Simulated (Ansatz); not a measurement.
Here is an Ansatz 0.2.0 calculation.

input.yaml

```yaml
crystal:
  lattice:
    - [2.4341575853, 0.0, 0.0]
    - [-1.2170787927, 2.1080423057, 0.0]
    - [0.0, 0.0, 3.84193447]
  atoms:
    - { symbol: Fe, position: [0.6666666667, 0.3333333333, 0.75], spin: 3.0 }
    - { symbol: Fe, position: [0.3333333333, 0.6666666667, 0.25], spin: 3.0 }
hamiltonian:
  xc: { exchange: pbesol, correlation: pbesol, exx: { coeff: 0.25 } }
  pseudopotentials: { kind: paw }
magnetization:
  spin_polarized: true
kpoints:
  mp_grid: { grid: [6, 6, 4] }
scf:
  occupations: { method: fermi_dirac, width: 0.05 }
output:
  forces: true
  stress: true
relax:
  f_tol: 0.01
  max_steps: 40
  cell: { stress_tol: 0.05 }
```

Potentials or basis: Ansatz PAW.

Run with:

```console
$ ansatz run input.yaml --threads 2 --pin off --max-ram 5632MiB --backend cpu --events-out ev --progress --plain --runs-dir out
```

What does it give for the net moment?

0.31 μB per cell.

What does it give for the relaxed cell?

a = 2.402 Å, b = 2.402 Å, c = 3.751 Å, α = 90.00°, β = 90.00°, γ = 120.00°.

Estimate the site moments.

Fe +0.16 μB.

The path:
| step | energy change (eV) | largest force (eV/Å) | volume (Å³) |
| --- | --- | --- | --- |
| 1 | 0.0000 | 0.0000 | 19.71 |
| 2 | -0.0475 | 0.0000 | 19.14 |
| 3 | -0.0587 | 0.0000 | 18.69 |
| 4 | -0.0588 | 0.0000 | 18.74 |
| 5 | -0.0588 | 0.0000 | 18.73 |
| 6 | -0.0571 | 0.0000 | 18.73 |
| 7 | -0.0571 | 0.0000 | 18.74 |
| 8 | -0.0571 | 0.0000 | 18.74 |

Caveat: the k mesh is coarse (spacing up to 0.50 Å⁻¹), so the values aren't converged, least of all with exact exchange; the magnetic or orbital state may not be the lowest; the plane-wave basis is chosen anew once the cell has moved, so the energies of steps on either side of that aren't comparable; the PAW data sets come from PBE, with cores solved anew for the run's functional, which leaves a small shift of forces and pressure; the starting moments weren't kept.
